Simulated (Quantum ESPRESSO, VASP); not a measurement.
This is a calculation of Al (Aluminum) for Quantum ESPRESSO 7.5 (ASE script). 

The input run.py:

```python
import numpy as np
from ase.calculators.espresso import Espresso, EspressoProfile
import spglib
from ase import Atoms
from ase.io import read

atoms = read('Al.cif')
cell, pos, num = spglib.standardize_cell((atoms.cell[:], atoms.get_scaled_positions(), atoms.numbers), to_primitive=True, symprec=1e-4)
atoms = Atoms(numbers=num, cell=cell, scaled_positions=pos, pbc=True)

input_data = {
    'control': {'calculation': 'scf', 'prefix': 'pwscf', 'outdir': './tmp', 'tprnfor': True, 'tstress': True, 'disk_io': 'low'},
    'system': {'ecutwfc': 40.0, 'nbnd': 6, 'input_dft': 'pbesol', 'occupations': 'smearing', 'smearing': 'fd', 'degauss': 0.00367493, 'vdw_corr': 'grimme-d3', 'dftd3_version': 3},
    'electrons': {'conv_thr': 2e-10, 'electron_maxstep': 120, 'mixing_beta': 0.5},
}
pseudopotentials = {'Al': 'Al.upf'}
profile = EspressoProfile(command='pw.x', pseudo_dir='pseudo')
dft = Espresso(profile=profile, input_data=input_data, pseudopotentials=pseudopotentials, kpts=(11, 11, 11), koffset=(0, 0, 0))
atoms.calc = dft

from ase.optimize import LBFGS
from ase.filters import FrechetCellFilter
done = LBFGS(FrechetCellFilter(atoms), trajectory='opt.traj').run(fmax=0.02, steps=30)
print('converged', done)
print('cell (A)', np.round(atoms.cell.cellpar(), 5))
print(f'energy {atoms.get_potential_energy():.8f} eV')
print('forces (eV/A)')
print(np.round(atoms.get_forces(), 6))
print('stress (eV/A^3, Voigt)')
print(np.round(atoms.get_stress(), 8))
print(f'Fermi level {dft.get_fermi_level():.4f} eV')
```

File Al.cif:

```cif
data_Al
_cell_length_a 4.04961000
_cell_length_b 4.04961000
_cell_length_c 4.04961000
_cell_angle_alpha 90.00000000
_cell_angle_beta 90.00000000
_cell_angle_gamma 90.00000000
_space_group_name_H-M_alt 'Fm-3m'
_space_group_name_Hall '-F 4 2 3'
_space_group_IT_number 225
loop_
_space_group_symop_operation_xyz
'x,y,z'
'-x,-y,-z'
'-y,x,z'
'y,-x,-z'
'-x,-y,z'
'x,y,-z'
'y,-x,z'
'-y,x,-z'
'x,-y,-z'
'-x,y,z'
'-y,-x,-z'
'y,x,z'
'-x,y,-z'
'x,-y,z'
'y,x,-z'
'-y,-x,z'
'z,x,y'
'-z,-x,-y'
'z,-y,x'
'-z,y,-x'
'z,-x,-y'
'-z,x,y'
'z,y,-x'
'-z,-y,x'
'-z,x,-y'
'z,-x,y'
'-z,-y,-x'
'z,y,x'
'-z,-x,y'
'z,x,-y'
'-z,y,x'
'z,-y,-x'
'y,z,x'
'-y,-z,-x'
'x,z,-y'
'-x,-z,y'
'-y,z,-x'
'y,-z,x'
'-x,z,y'
'x,-z,-y'
'-y,-z,x'
'y,z,-x'
'-x,-z,-y'
'x,z,y'
'y,-z,-x'
'-y,z,x'
'x,-z,y'
'-x,z,-y'
'x,y+1/2,z+1/2'
'-x,-y+1/2,-z+1/2'
'-y,x+1/2,z+1/2'
'y,-x+1/2,-z+1/2'
'-x,-y+1/2,z+1/2'
'x,y+1/2,-z+1/2'
'y,-x+1/2,z+1/2'
'-y,x+1/2,-z+1/2'
'x,-y+1/2,-z+1/2'
'-x,y+1/2,z+1/2'
'-y,-x+1/2,-z+1/2'
'y,x+1/2,z+1/2'
[... 40 lines left out ...]
'-x+1/2,-y,z+1/2'
'x+1/2,y,-z+1/2'
'y+1/2,-x,z+1/2'
'-y+1/2,x,-z+1/2'
'x+1/2,-y,-z+1/2'
'-x+1/2,y,z+1/2'
'-y+1/2,-x,-z+1/2'
'y+1/2,x,z+1/2'
'-x+1/2,y,-z+1/2'
'x+1/2,-y,z+1/2'
'y+1/2,x,-z+1/2'
'-y+1/2,-x,z+1/2'
'z+1/2,x,y+1/2'
'-z+1/2,-x,-y+1/2'
'z+1/2,-y,x+1/2'
'-z+1/2,y,-x+1/2'
'z+1/2,-x,-y+1/2'
'-z+1/2,x,y+1/2'
'z+1/2,y,-x+1/2'
'-z+1/2,-y,x+1/2'
'-z+1/2,x,-y+1/2'
'z+1/2,-x,y+1/2'
'-z+1/2,-y,-x+1/2'
'z+1/2,y,x+1/2'
'-z+1/2,-x,y+1/2'
'z+1/2,x,-y+1/2'
'-z+1/2,y,x+1/2'
'z+1/2,-y,-x+1/2'
'y+1/2,z,x+1/2'
'-y+1/2,-z,-x+1/2'
'x+1/2,z,-y+1/2'
'-x+1/2,-z,y+1/2'
'-y+1/2,z,-x+1/2'
'y+1/2,-z,x+1/2'
'-x+1/2,z,y+1/2'
'x+1/2,-z,-y+1/2'
'-y+1/2,-z,x+1/2'
'y+1/2,z,-x+1/2'
'-x+1/2,-z,-y+1/2'
'x+1/2,z,y+1/2'
'y+1/2,-z,-x+1/2'
'-y+1/2,z,x+1/2'
'x+1/2,-z,y+1/2'
'-x+1/2,z,-y+1/2'
'x+1/2,y+1/2,z'
'-x+1/2,-y+1/2,-z'
'-y+1/2,x+1/2,z'
'y+1/2,-x+1/2,-z'
'-x+1/2,-y+1/2,z'
'x+1/2,y+1/2,-z'
'y+1/2,-x+1/2,z'
'-y+1/2,x+1/2,-z'
'x+1/2,-y+1/2,-z'
'-x+1/2,y+1/2,z'
'-y+1/2,-x+1/2,-z'
'y+1/2,x+1/2,z'
'-x+1/2,y+1/2,-z'
'x+1/2,-y+1/2,z'
'y+1/2,x+1/2,-z'
'-y+1/2,-x+1/2,z'
'z+1/2,x+1/2,y'
'-z+1/2,-x+1/2,-y'
'z+1/2,-y+1/2,x'
'-z+1/2,y+1/2,-x'
'z+1/2,-x+1/2,-y'
'-z+1/2,x+1/2,y'
'z+1/2,y+1/2,-x'
'-z+1/2,-y+1/2,x'
'-z+1/2,x+1/2,-y'
'z+1/2,-x+1/2,y'
'-z+1/2,-y+1/2,-x'
'z+1/2,y+1/2,x'
'-z+1/2,-x+1/2,y'
'z+1/2,x+1/2,-y'
'-z+1/2,y+1/2,x'
'z+1/2,-y+1/2,-x'
'y+1/2,z+1/2,x'
'-y+1/2,-z+1/2,-x'
'x+1/2,z+1/2,-y'
'-x+1/2,-z+1/2,y'
'-y+1/2,z+1/2,-x'
'y+1/2,-z+1/2,x'
'-x+1/2,z+1/2,y'
'x+1/2,-z+1/2,-y'
'-y+1/2,-z+1/2,x'
'y+1/2,z+1/2,-x'
'-x+1/2,-z+1/2,-y'
'x+1/2,z+1/2,y'
'y+1/2,-z+1/2,-x'
'-y+1/2,z+1/2,x'
'x+1/2,-z+1/2,y'
'-x+1/2,z+1/2,-y'
loop_
_atom_site_label
_atom_site_type_symbol
_atom_site_symmetry_multiplicity
_atom_site_Wyckoff_symbol
_atom_site_fract_x
_atom_site_fract_y
_atom_site_fract_z
_atom_site_occupancy
Al1 Al 4 a 0.0000000000 0.0000000000 0.0000000000 1
```

Potentials or basis: PseudoDojo 0.4.1 SR PBE standard.

Launch:

```bash
$ OMP_NUM_THREADS=1 python run.py
```

Problem. Translate it to VASP 6.6.1. Potentials or basis there: PBE PAW files Al, 600 eV.

Solution. As run (cutoffs and basis follow the program's own potentials, and thresholds, step limits or extra output files can differ):

Contents of INCAR:

```
SYSTEM = Al
  PREC = Accurate
  ENCUT = 600
  EDIFF = 1E-7
  ISMEAR = -1
  SIGMA = 0.05
  LREAL = .False.
  LASPH = .True.
  NELM = 60
  ALGO = Fast
  ISIF = 3
  LWAVE = .False.
  LCHARG = .False.
  GGA = PS
  IVDW = 11
  IBRION = 2
  NSW = 40
  EDIFFG = -0.005
```

The input KPOINTS:

```
regular mesh
0
Gamma
  11 11 11
  0 0 0
```

Contents of POSCAR:

```
Al
1.0
    0.0000000000      2.0248050000      2.0248050000
    2.0248050000      0.0000000000      2.0248050000
    2.0248050000      2.0248050000      0.0000000000
Al
1
Direct
    0.0000000000      0.0000000000      0.0000000000
```

Potentials or basis: VASP PAW PBE potentials, release 64 (Al).

Command:

```sh
$ cat potpaw_PBE.64/Al/POTCAR > POTCAR
$ mpirun -np 1 vasp_std > vasp.out
```

Both were run:

|  | Quantum ESPRESSO | VASP |
| --- | --- | --- |
| Relaxed volume | 16.03 Å³/atom | 15.90 Å³/atom |
| Relaxed cell | a = 2.830 Å, b = 2.830 Å, c = 2.830 Å, α = 60.00°, β = 60.00°, γ = 60.00° | a = 2.823 Å, b = 2.823 Å, c = 2.823 Å, α = 60.00°, β = 60.00°, γ = 60.00° |
| Space group after relaxing | Fm-3m (No. 225) | Fm-3m (No. 225) |
| Pressure after relaxing | 0.1 GPa | 0.0 GPa |

Quantum ESPRESSO's potentials were made for PBE. VASP's potentials were made for PBE.

Pressure is positive in compression.
